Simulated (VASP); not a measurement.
**Ru: relaxation of cell and atoms with PBEsol**

The system is Ru.

```
CELL_PARAMETERS angstrom
2.70783 0.00000 0.00000
-1.35391 2.34505 0.00000
0.00000 0.00000 4.26810
ATOMIC_POSITIONS crystal
Ru 0.33333 0.66667 0.25000
Ru 0.66667 0.33333 0.75000
```

```yaml
Program: VASP 6.6.1
Task: relaxation of cell and atoms
Functional: PBEsol
Potentials_or_basis: VASP PAW PBE potentials, release 64 (Ru_pv)
Cutoff: 600 eV
k_mesh: 6 × 6 × 4
Occupations: gaussian, width 0.1 eV
Spin: no spin polarisation
Further_INCAR_settings: ALGO = Normal; EDIFF = 1e-07; IBRION = 2; EDIFFG = -0.005; NSW = 90; ISIF = 3
```

```json
{
 "Relaxed volume": "13.36 Å³/atom",
 "Relaxed cell": "a = 2.704 Å, b = 2.704 Å, c = 4.219 Å, α = 90.00°, β = 90.00°, γ = 120.00°",
 "Space group after relaxing (to 0.05 Å)": "P6_3/mmc (No. 194)",
 "Energy gained by relaxing": "4.5 meV/atom",
 "Ionic steps": "6",
 "Pressure after relaxing": "0.0 GPa",
 "Band gap on the k mesh": "none (metal or under the smearing width)"
}
```

The path:
```tsv
step	energy change (eV)	largest force (eV/Å)	pressure (GPa)	volume (Å³)
1	0.0000	0.0000	-5.01	27.10
2	0.0643	0.0000	18.85	25.47
3	-0.0083	0.0000	0.33	26.68
4	-0.0083	0.0000	0.48	26.67
5	-0.0086	0.0000	-0.28	26.74
6	-0.0089	0.0000	0.01	26.71
```

Final structure:
```yaml
crystal:
  lattice:
    - [2.70380, 0.00000, 0.00000]
    - [-1.35190, 2.34156, 0.00000]
    - [0.00000, 0.00000, 4.21910]
  atoms:
    - { symbol: Ru, position: [0.33333, 0.66667, 0.25000] }
    - { symbol: Ru, position: [0.66667, 0.33333, 0.75000] }
```

Levels at points of the mesh, in eV from the Fermi level:
| k point | band 10 | band 11 | band 12 | band 13 | band 14 | band 15 | band 16 | band 17 | band 18 |
| --- | --- | --- | --- | --- | --- | --- | --- | --- | --- |
| (0.00, 0.00, 0.00) | -2.94 | -2.62 | -2.20 | -2.20 | -1.79 | -1.79 | 0.97 | 0.97 | 1.17 |
| (0.50, 0.00, 0.00) | -3.45 | -2.30 | -2.16 | -1.74 | 1.15 | 1.61 | 1.80 | 3.86 | 5.91 |
| (0.00, 0.00, 0.50) | -3.14 | -3.14 | -3.14 | -2.97 | -2.97 | 0.33 | 0.33 | 0.33 | 0.33 |
| (0.50, 0.00, 0.50) | -4.86 | -1.39 | -1.39 | 0.18 | 0.18 | 1.43 | 1.43 | 3.16 | 3.16 |

Run time: 24 s on 1 thread of Intel(R) Xeon(R) 6975P-C (Granite Rapids), with other jobs on the host, peak memory 0.16 GiB.

Caveat: the k mesh is coarse (spacing up to 0.45 Å⁻¹), so the values aren't converged; the PAW data sets were made with another functional, which shifts forces and pressure a little.
